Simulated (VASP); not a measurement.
# NbH2 (Fm-3m) in VASP: a series of runs, part 2 of 2

VASP 6.6.1. Earlier steps stand in the parts before.

### 3 Single point, PBEsol (cell and atoms relaxed tightly for response)

The input, INCAR:

```
PREC = Accurate
ENCUT = 520
EDIFF = 1E-6
ISMEAR = -1
SIGMA = 0.15
LREAL = F
LASPH = T
NELM = 60
ALGO = Normal
ISIF = 2
LWAVE = F
LCHARG = F
GGA = PS
NBANDS = 14
```

The input, KPOINTS:

```
Automatic mesh
0
Gamma
  16 16 16
```

The input, POSCAR:

```
NbH2
1.0
    0.0000000000      2.2603199092      2.2603199092
    2.2603199092      0.0000000000      2.2603199092
    2.2603199092      2.2603199092      0.0000000000
Nb H
1 2
Direct
    0.0000000000      0.0000000000      0.0000000000
    0.2500000000      0.2500000000      0.2500000000
    0.7500000000      0.7500000000      0.7500000000
```

Potentials or basis: VASP PAW PBE potentials, release 64 (Nb_sv, H).

On the command line:

```sh
$ cat potpaw_PBE.64/Nb_sv/POTCAR potpaw_PBE.64/H/POTCAR > POTCAR
$ mpirun -np 1 vasp_std > vasp.out
```

OUTCAR:

```text
PREC = Accurate
   ENCUT = 520
   EDIFF = 1E-6
   ISMEAR = -1
   LREAL = F
   LASPH = T
   NELM = 60
   ISIF = 2
   GGA = PS

 ion  position               nearest neighbor table
   1  0.000  0.000  0.000-   2 1.96   3 1.96   3 1.96   3 1.96   3 1.96   2 1.96   2 1.96   2 1.96

   2  0.250  0.250  0.250-   1 1.96   1 1.96   1 1.96   1 1.96
   3  0.750  0.750  0.750-   1 1.96   1 1.96   1 1.96   1 1.96

  LATTYP: Found a face centered cubic cell.
 ALAT       =     4.5206398184

  Lattice vectors:

 A1 = (   0.0000000000,   2.2603199092,   2.2603199092)
 A2 = (   2.2603199092,   0.0000000000,   2.2603199092)
 A3 = (   2.2603199092,   2.2603199092,   0.0000000000)

Analysis of symmetry for initial positions (statically):
=====================================================================
 Subroutine PRICEL returns:
 Original cell was already a primitive cell.

 Routine SETGRP: Setting up the symmetry group for a
 face centered cubic supercell.

 Subroutine GETGRP returns: Found 48 space group operations
 (whereof 48 operations were pure point group operations)
 out of a pool of 48 trial point group operations.

[... 180 lines left out ...]
      8       8.7853      1.99981
      9       9.0868      1.99856
     10      11.5139      0.00026
     11      11.5139      0.00026
     12      22.6609      0.00000
     13      23.6316      0.00000
     14      23.6316      0.00000
[... 377 lines left out ...]
      1     -45.0745      2.00000
      2     -20.9312      2.00000
      3     -20.8771      2.00000
      4     -20.8622      2.00000
      5      -0.3480      2.00000
      6       6.9483      2.00000
      7       8.9270      1.99950
      8       8.9512      1.99942
      9      11.2713      0.00132
     10      11.2722      0.00131
     11      11.5084      0.00027
     12      20.8225      0.00000
     13      23.8507      0.00000
     14      24.3760      0.00000

 [... further k-points ...]

------------------------ aborting loop because EDIFF is reached ----------------------------------------

  FORCE on cell =-STRESS in cart. coord.  units (eV):
  Direction    XX          YY          ZZ          XY          YZ          ZX
  --------------------------------------------------------------------------------------
  -------------------------------------------------------------------------------------
  Total       -0.0640738     -0.0640738     -0.0640738     -0.0000000      0.0000000     -0.0000000
  in kB       -4.4447932     -4.4447932     -4.4447932     -0.0000000      0.0000000     -0.0000000
  external PRESSURE =      -4.4447932 kB  Pullay stress =       0.0000000 kB

 VOLUME and BASIS-vectors are now :
 -----------------------------------------------------------------------------
  energy-cutoff  :      520.00
  volume of cell :       23.10
      direct lattice vectors                 reciprocal lattice vectors
     0.000000000  2.260319909  2.260319909    -0.221207626  0.221207626  0.221207626
     2.260319909  0.000000000  2.260319909     0.221207626 -0.221207626  0.221207626
     2.260319909  2.260319909  0.000000000     0.221207626  0.221207626 -0.221207626

 POSITION                                       TOTAL-FORCE (eV/Angst)
 -----------------------------------------------------------------------------------
      0.00000      0.00000      0.00000        -0.000000      0.000000      0.000000
      1.13016      1.13016      1.13016         0.000000      0.000000     -0.000000
      3.39048      3.39048      3.39048        -0.000000     -0.000000      0.000000
 -----------------------------------------------------------------------------------
    total drift:                               -0.000000      0.000000      0.000000

  FREE ENERGIE OF THE ION-ELECTRON SYSTEM (eV)
  ---------------------------------------------------
  free  energy   TOTEN  =       -18.5383247412 eV

  energy  without entropy=      -18.4624519262  energy(sigma->0) =      -18.50038833
```

stdout:

```text
POSCAR found type information on POSCAR NbH
 POSCAR found :  2 types and       3 ions
 scaLAPACK will be used
 -----------------------------------------------------------------------------
|                                                                             |
|                                                                             |
|     You enforced a specific xc type in the INCAR file but a different       |
|     I HOPE YOU KNOW WHAT YOU ARE DOING!                                     |
|                                                                             |
 -----------------------------------------------------------------------------

 LDA part: xc-table for (Slater+PW92), standard interpolation
 POSCAR, INCAR and KPOINTS ok, starting setup
 FFT: planning ... GRIDC
 FFT: planning ... GRID_SOFT
 FFT: planning ... GRID
 WAVECAR not read
 entering main loop
```

Run time: 48 s. Hardware: 1 thread of Intel Xeon Platinum 8375C at 2.90GHz (Ice Lake), shared host; peak memory 0.17 GiB.

What came out:

* Free energy: -18.5383 eV
* Pressure: -0.4 GPa
* Band gap on the k mesh: none (metal or under the smearing width)

Caveat: the PAW data sets were made with another functional, which shifts forces and pressure a little.

### 4 Relaxation of cell and atoms, PBEsol (cell and atoms relaxed tightly for response)

The input, INCAR:

```
PREC = Accurate
ENCUT = 600
EDIFF = 1E-7
ISMEAR = -1
SIGMA = 0.15
LREAL = False
LASPH = True
NELM = 80
ALGO = Normal
ISIF = 3
LWAVE = False
LCHARG = False
GGA = PS
IBRION = 2
NSW = 80
EDIFFG = -0.001
```

The input, KPOINTS:

```
regular mesh
0
Gamma
  16 16 16
```

The input, POSCAR:

```
NbH2
1.0
    0.0000000000      2.2589758088      2.2589758088
    2.2589758088      0.0000000000      2.2589758088
    2.2589758088      2.2589758088      0.0000000000
Nb H
1 2
Direct
    0.0000000000      0.0000000000      0.0000000000
    0.2500000000      0.2500000000      0.2500000000
    0.7500000000      0.7500000000      0.7500000000
```

On the command line:

```sh
$ cat potpaw_PBE.64/Nb_sv/POTCAR potpaw_PBE.64/H/POTCAR > POTCAR
$ mpirun -np 1 vasp_std > vasp.out
```

Wall time 2.1 min (1 thread of Intel Xeon Platinum 8375C at 2.90GHz (Ice Lake), shared host); peak memory 0.19 GiB.

Results (log left out):

- Free energy: -18.5394 eV
- Relaxed volume: 7.68 Å³/atom
- Relaxed cell: a = 3.194 Å, b = 3.194 Å, c = 3.194 Å, α = 60.00°, β = 60.00°, γ = 60.00°
- Space group after relaxing (to 0.05 Å): Fm-3m (No. 225)
- Energy gained by relaxing: 0.0 meV/atom
- Ionic steps: 2
- Pressure after relaxing: 0.0 GPa
- Band gap on the k mesh: none (metal or under the smearing width)

Final structure:
```yaml
crystal:
  lattice:
    - [0.00000, 2.25885, 2.25885]
    - [2.25885, 0.00000, 2.25885]
    - [2.25885, 2.25885, 0.00000]
  atoms:
    - { symbol: Nb, position: [0.00000, 0.00000, 0.00000] }
    - { symbol: H, position: [0.25000, 0.25000, 0.25000] }
    - { symbol: H, position: [0.75000, 0.75000, 0.75000] }
```

Levels at points of the mesh, in eV from the Fermi level:
```csv
k point,band 5,band 6,band 7,band 8,band 9,band 10
"(0.00, 0.00, 0.00)",-10.82,-1.39,-1.39,-1.39,-1.09,1.34
"(0.50, 0.00, 0.00)",-8.52,-4.90,-1.24,-1.24,2.78,2.78
"(0.50, 0.50, 0.00)",-7.67,-4.96,-4.48,2.97,3.03,3.03
```

Caveat: the PAW data sets were made with another functional, which shifts forces and pressure a little.

### 5 Summary

```csv
task,cell,k mesh,cutoff (eV),smearing,mesh quality,gap on the mesh (eV),pressure (GPa)
single point,as given,6 × 6 × 6,520,gaussian 0.1 eV,coarse,none,-6.1
single point,cell and atoms relaxed tightly for response,16 × 16 × 16,520,fermi-dirac 0.15 eV,not flagged,none,-0.4
relaxation of cell and atoms,relaxed from: cell and atoms relaxed tightly for response,16 × 16 × 16,600,fermi-dirac 0.15 eV,not flagged,none,0.0
```

Alike in all rows: level PBEsol; potentials or basis VASP PAW PBE potentials, release 64 (Nb_sv, H); no spin polarisation.

Caveats: some runs use coarse meshes; the PAW data sets were made with another functional, which shifts forces and pressure a little.

Absolute energies hang on the potentials; compare differences alone.
